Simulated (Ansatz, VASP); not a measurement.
Ge: VASP beside Ansatz

```
Ge
1.0
     2.65191    0.00000    0.00000
    -1.32595    2.29662    0.00000
     0.00000    0.00000    2.48328
Ge
1
Direct
  0.00000 0.00000 0.00000
```

Change from the starting cell: volume scaled by 0.78, LAPW.

Alike in both runs: task single point; functional PBE; k mesh 17 × 17 × 15; occupations fermi-dirac, width 0.1 eV; no spin polarisation.

|  | VASP | Ansatz |
| --- | --- | --- |
| version | VASP 6.6.1 | Ansatz 0.2.0 |
| potentials or method | VASP PAW PBE potentials, release 64 (Ge_d), cutoff 520 eV | all-electron LAPW, scalar-relativistic |

|  | VASP | Ansatz | Ansatz less VASP |
| --- | --- | --- | --- |
| pressure (GPa) | 29.0 | 29.0 | -0.04 |
| largest component of the traceless stress (GPa) | 0.06 | 0.05 | -0.014 |

Ansatz ran all-electron here, so the differences hold the error of VASP's frozen core and of both bases.

Caveats: so large a pressure means that the cell lies far from this level's equilibrium, or that cutoff or potentials fall short (VASP).
